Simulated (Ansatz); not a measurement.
Crystal: Eu.

```
Eu
1.0
    -2.30300    2.30300    2.30300
     2.30300   -2.30300    2.30300
     2.30300    2.30300   -2.30300
Eu
1
Direct
  0.00000 0.00000 0.00000
```

Alike in all runs: program Ansatz 0.2.0; functional PBEsol; potentials or basis Ansatz PAW; cutoff 420 eV (not typed: the program's choice for these potentials); k mesh 7 × 7 × 7; occupations fermi-dirac, width 0.05 eV.

The same cell was started in several ways:

| start | free energy over the lowest (meV/atom) | net moment (μB) | site or absolute moments (μB) | gap |
| --- | --- | --- | --- | --- |
| collinear spin, program default start; fixed moment 0 | 7284.6 | 0.00 | - | - |
| collinear spin, ferromagnetic start of up to 7 μB; fixed moment 7 | 0.0 | 7.00 | Eu +6.91 | - |
| collinear spin, ferromagnetic start of up to 5.2 μB; fixed moment 5.2 | 863.6 | 5.20 | Eu +5.96 | - |
| collinear spin, ferromagnetic start of up to 3.5 μB; fixed moment 3.5 | 2813.2 | 3.50 | Eu +4.72 | - |
| collinear spin, ferromagnetic start of up to 1.8 μB; fixed moment 1.8 | 4860.6 | 1.80 | Eu +2.94 | - |
| collinear spin, ferromagnetic start of up to 10.5 μB; fixed moment 10.5 | 14100.9 | 10.50 | Eu +9.28 | - |
| collinear spin, ferromagnetic start of up to 8.8 μB; fixed moment 8.8 | 342.7 | 8.80 | Eu +7.80 | - |
| collinear spin, ferromagnetic start of up to 14 μB; fixed moment 14 | 48008.7 | 14.00 | Eu +12.72 | - |

All polarised runs hold their moment fixed, so the table maps the energy against it. A still lower state may exist.

Caveats: spin-orbit coupling is left out, which moves the levels of the heavy elements; the total moment is fixed, so each spin has its own Fermi level.
